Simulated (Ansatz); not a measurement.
# Lu, one cell by several methods

```
CELL_PARAMETERS angstrom
0.00000 3.69329 3.69329
3.69329 0.00000 3.69329
3.69329 3.69329 0.00000
ATOMIC_POSITIONS crystal
Lu 0.00000 0.00000 0.00000
Lu 0.25000 0.25000 0.25000
```

Atoms are numbered in the order listed.

The structure comes from a relaxation in the same program, started in the diamond type, and has space group Fd-3m. Whether it is a known phase or the ground state wasn't checked.

No spin–orbit coupling, which matters for the heavy atoms here.

Methods: DFT, PBE, PAW with Ansatz's default frozen-core files, scalar-relativistic (Ansatz 0.2.0); DFT, PBE, all-electron PAW with datasets made for the crystal, scalar-relativistic (Ansatz 0.2.0); DFT, PBE, all-electron LAPW, scalar-relativistic (Ansatz 0.2.0).

For PAW: a Γ-centred 11×11×11 k mesh, Fermi–Dirac smearing of 0.03 eV, cutoff 420 eV, no spin polarisation. The crystal-made all-electron datasets (AE datasets) take a cutoff of 340 eV at this cell. LAPW targets a basis error of 0.5 meV/atom. The Ansatz runs share mesh, smearing and spin set-up. Plane-wave (PAW) pressures include the program's estimate of the Pulay term.

Stress and pressure are positive in compression.

Levels count from the Fermi level.

```tsv
quantity	PAW	AE datasets	LAPW
pressure (GPa)	0.01	0.01	0.02
highest filled level at X (eV)	-0.539	-0.539	-0.539
lowest empty level at X (eV)	0.784	0.784	0.784
highest filled level at W (eV)	-0.538	-0.538	-0.538
lowest empty level at W (eV)	0.967	0.967	0.967
highest filled level at Γ (eV)	-4.470	-4.470	-4.470
lowest empty level at Γ (eV)	0.360	0.360	0.360
```
